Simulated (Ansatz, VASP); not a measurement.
# One calculation of V, two programs

```
CELL_PARAMETERS angstrom
2.60429 0.00000 0.00000
-1.30215 2.25538 0.00000
0.00000 0.00000 4.72334
ATOMIC_POSITIONS crystal
V 0.47394 0.19225 0.65473
V 0.33333 0.66667 0.25000
```

Alike in both runs: task single point; functional PBE; k mesh 21 × 21 × 10; occupations gaussian, width 0.15 eV; no spin polarisation.

```csv
,VASP,Ansatz
version,VASP 6.6.1,Ansatz 0.2.0
potentials or method,"VASP PAW PBE potentials, release 64 (V_sv)","scalar-relativistic, plane waves, PAW"
plane-wave cutoff (eV),520,420
valence electrons in the cell,26,26
```

Ansatz gave:

```
gap on the k mesh at the Fermi level (eV)       : none
pressure (GPa)                                  : 13.8
largest component of the traceless stress (GPa) : 10.28
rms of the force components (eV/Å)              : 1.719
```

Problem. Estimate VASP's values.

Solution. gap on the k mesh at the Fermi level (eV): none; pressure (GPa): 14.3; largest component of the traceless stress (GPa): 10.21; rms of the force components (eV/Å): 1.759.

Atom by atom the forces differ by 0.044 eV/Å (rms over components). A gap of «none» marks a metal or a gap that the smearing closes. The functional is the same, so the differences come from potentials, cutoffs and numerics.

Caveats: forces of over 1 eV/Å show positions far from the minimum, so gaps and moduli don't describe the material at rest.
